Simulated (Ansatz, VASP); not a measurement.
**Two plane-wave programs on Sb**

The input INCAR:

```
PREC = Accurate ; ENCUT = 600
EDIFF = 1E-6 ; ISMEAR = -1
SIGMA = 0.05 ; LREAL = False
LASPH = True ; NELM = 60
ALGO = Normal ; ISIF = 3
LWAVE = False ; LCHARG = False
GGA = PE ; IVDW = 12
IBRION = 2 ; NSW = 60
EDIFFG = -0.01
```

KPOINTS

```
Automatic mesh
0
Gamma
  9 9 5
```

POSCAR

```
Sb
1.0
    3.3545324186      0.0000000000      0.0000000000
   -1.6772662093      2.9051102923      0.0000000000
    0.0000000000      0.0000000000      5.4701606500
Sb
2
Direct
    0.6666666667      0.3333333333      0.7500000000
    0.3333333333      0.6666666667      0.2500000000
```

Contents of input.yaml:

```yaml
crystal:
  lattice:
    - [3.3545324186, 0.0, 0.0]
    - [-1.6772662093, 2.9051102923, 0.0]
    - [0.0, 0.0, 5.47016065]
  atoms:
    - { symbol: Sb, position: [0.6666666667, 0.3333333333, 0.75] }
    - { symbol: Sb, position: [0.3333333333, 0.6666666667, 0.25] }
hamiltonian:
  xc: pbe
  pseudopotentials: { kind: paw }
  dispersion: d3bj
kpoints:
  mp_grid: { grid: [9, 9, 5] }
scf:
  occupations: { method: fermi_dirac, width: 0.05 }
output:
  forces: true
  stress: true
  eigenvalues: true
  write_density: true
  write_potential: true
  elf: true
  volumetric_format: npy
relax:
  f_tol: 0.01
  max_steps: 40
  cell: { stress_tol: 0.05 }
```

This isn't the form of Sb at room conditions, which is rhombohedral.

Alike in both runs: task relaxation of cell and atoms; functional PBE; dispersion D3(BJ); k mesh 9 × 9 × 5; occupations fermi-dirac, width 0.05 eV; no spin polarisation.

```csv
,VASP,Ansatz
version,VASP 6.6.1,Ansatz 0.2.0
potentials or method,"VASP PAW PBE potentials, release 64 (Sb)",Ansatz PAW
plane-wave cutoff (eV),600,420
valence electrons in the cell,10,30
```

|  | VASP | Ansatz | Ansatz less VASP |
| --- | --- | --- | --- |
| gap on the k mesh at the Fermi level, each at its own relaxed structure (eV) | none | none | - |
| relaxed volume (Å³/atom) | 25.87 | 25.93 | +0.061 |
| relaxed cell length with the largest relative difference (Å) | 3.323 | 3.327 | +0.0040 |
| energy change over the relaxation (meV/atom) | -5 | -4 | +0.7 |

A gap of «none» marks a metal or a gap that the smearing closes. The two sets of potentials don't hold the same shells in valence.

Caveats: pairwise dispersion overbinds metals, which lowers pressure and volume; the plane-wave basis is chosen anew once the cell has moved, so the energies of steps on either side of that aren't comparable (Ansatz). Spin-orbit coupling is left out, which matters for the levels of Sb.
